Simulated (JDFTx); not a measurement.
Runs of JDFTx 1.7.0 (patched build) on SnSe2. It takes space group P-3m1 (No. 164, trigonal). The conventional cell has a = 3.811 Å, b = 3.811 Å, c = 6.136 Å, α = 90.00°, β = 90.00°, γ = 120.00°. Around Sn (site symmetry -3m) lie 6 Se at 2.68 Å. Se (site symmetry 3m) has 3 Sn at 2.68 Å as nearest neighbours. 

| task | level | potentials or basis | k mesh | cutoff (eV) | smearing | band ratio of the Davidson solver | max SCF steps | SCF threshold on the energy | solver of the electrons | further solve for the empty bands | mesh quality | gap on the mesh (eV) | pressure (GPa) | largest force (eV/Å) |
| --- | --- | --- | --- | --- | --- | --- | --- | --- | --- | --- | --- | --- | --- | --- |
| single point | PBE | PseudoDojo-SR-PBE-0.5-standard | 8 × 8 × 5 | 1170 | fermi-dirac 0.05 eV | - | 100 | 1e-09 Ha | scf | yes | not flagged | 0.79 | 5.7 | 0.82 |
| single point | PBEsol | PseudoDojo-SR-PBEsol-0.4.1-standard with smoothed tails | 8 × 8 × 5 | 1170 | gaussian 0.02 eV | - | 100 | 1e-09 Ha | scf | yes | not flagged | 0.72 | 2.7 | 0.63 |
| single point | r2SCAN | SG15-PBE-1.2 with smoothed tails | 3 × 3 × 2 | 1088 | fermi-dirac 0.05 eV | - | 100 | 1e-09 Ha | scf | yes | coarse | 1.17 | (a) | 0.49 |
| single point | PBEsol | PseudoDojo-SR-PBEsol-0.4.1-standard with smoothed tails | 5 × 5 × 3 | 1170 | fermi-dirac 0.05 eV | - | 100 | 1e-09 Ha | scf | yes | coarse | 0.70 | (b) | 0.58 |
| single point | PBE | PseudoDojo-SR-PBE-0.5-standard | 5 × 5 × 3 | 1170 | fermi-dirac 0.05 eV | - | 100 | 1e-09 Ha | scf | yes | coarse | 0.77 | 5.9 | 0.77 |
| single point | PBEsol | PseudoDojo-SR-PBEsol-0.4.1-standard with smoothed tails | 8 × 8 × 5 | 1170 | fermi-dirac 0.05 eV | - | 100 | 1e-09 Ha | scf | yes | not flagged | 0.72 | 2.7 | 0.63 |
| single point | LDA | PseudoDojo-SR-LDA-0.4.1-standard | 5 × 5 × 3 | 1170 | fermi-dirac 0.05 eV | - | 100 | 1e-09 Ha | scf | yes | coarse | 0.63 | 1.0 | 0.45 |

Alike in all rows: no spin polarisation; cell as given.

Problem. Estimate the missing entries.

Solution. (a) 4.9; (b) 2.9.

Caveats: some runs use coarse meshes; spin-orbit coupling is left out, which moves the levels of the heavy elements; an odd mesh through Γ misses points on the zone boundary, where band edges often lie; this functional lacks dispersion, which binds the layers, so the pressure and a relaxed spacing across them are unreliable (some runs); meta-GGA forces are noisy on this grid (some runs); the potentials were made for another functional, which shifts forces and pressure (some runs); the empty levels aren't tightly converged (some runs).

A k mesh can miss the band edges, and the runs leave out spin-orbit coupling on Se, Sn.

Not every run made on this cell is shown here.
